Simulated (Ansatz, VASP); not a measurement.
# One calculation of ZrC, two programs

```
Zr C
1.0
     0.00000    2.34913    2.34913
     2.34913    0.00000    2.34913
     2.34913    2.34913    0.00000
Zr C
1 1
Direct
  0.50000 0.50000 0.50000
  0.00000 0.00000 0.00000
```

Change from the starting cell: volume scaled by 0.98.

Alike in both runs: task single point; functional PBE; k mesh 10 × 10 × 10; occupations fermi-dirac, width 0.05 eV; no spin polarisation.

|  | VASP | Ansatz |
| --- | --- | --- |
| version | VASP 6.6.1 | Ansatz 0.2.0 |
| potentials or method | VASP PAW PBE potentials, release 64 (Zr_sv, C) | Ansatz PAW |
| plane-wave cutoff (eV) | 520 | 420 |
| valence electrons in the cell | 16 | 16 |

Ansatz gave:

```
gap on the k mesh at the Fermi level (eV) : none
pressure (GPa)                            : 1.5
```

Q: Estimate VASP's values.

A: gap on the k mesh at the Fermi level (eV): none; pressure (GPa): 1.8.

A gap of «none» marks a metal or a gap that the smearing closes. With one functional, cell and mesh, what is left measures potentials, basis and numerics.
